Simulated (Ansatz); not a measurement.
Method: DFT PBE, scalar-relativistic, plane waves, PAW (Ansatz 0.2.0). All cells share a 420 eV cutoff and Γ-centred k meshes spaced at most about 0.3 Å⁻¹ (about 0.25 or finer for metals, 2π included). Spin is collinear.

These are static total energies at zero pressure.

Problem. Which of these relaxed structures of MgO₃ is the lowest in energy?
A.
(parallel moments up to 1.2 μB)
```xyz
4
Lattice="4.0564 0.0000 0.0000 0.0000 4.0564 0.0000 0.0000 0.0000 4.0564" Properties=species:S:1:pos:R:3 pbc="T T T"
Mg    0.0000    0.0000    0.0000
O     2.0282    0.0000    0.0000
O     0.0000    2.0282    0.0000
O     0.0000    0.0000    2.0282
```

B.
(parallel moments up to 1.3 μB)
```xyz
4
Lattice="3.3832 0.0000 0.0000 0.0000 3.3832 0.0000 0.0000 0.0000 3.3832" Properties=species:S:1:pos:R:3 pbc="T T T"
Mg    0.0000    0.0000    0.0000
O     0.0000    1.6916    1.6916
O     1.6916    0.0000    1.6916
O     1.6916    1.6916    0.0000
```

C.
(parallel moments up to 0.6 μB)
```xyz
8
Lattice="6.0340 0.0000 0.0000 -3.0170 5.2256 0.0000 0.0000 0.0000 3.4774" Properties=species:S:1:pos:R:3 pbc="T T T"
Mg    0.0000    3.4837    0.8694
Mg    3.0170    1.7419    2.6081
O     3.0170    2.8614    0.8694
O    -0.9696    4.0435    2.6081
O     2.0474    1.1821    0.8694
O     0.0000    2.3642    2.6081
O     3.9865    1.1821    0.8694
O     0.9696    4.0435    2.6081
```

Solution. C. The next of these, A, lies 61 meV/atom higher. Forms: C P6_3/mmc; A ReO3 type, Pm-3m; B Pm-3m. Counting O atoms around Mg (those within 1.25 times the shortest such distance or 1.15 times the sum of covalent radii): C has Mg 6; A has Mg 6; B has Mg 12. All come from invented guesses. The lowest form computed isn't among them: it has space group Im-3m (No. 229), 9.1 Å³/atom and lies 0.37 eV/atom below the best shown.

No dispersion correction is applied, so the spacing and binding between layers, chains or molecules are poorly described (P6_3/mmc), and this can change margins and order among such cells. Another magnetic order may lie lower. Cells relaxed within their symmetry can be saddle points. Some types were kept out of the candidates beforehand, so the set may lack a known form.
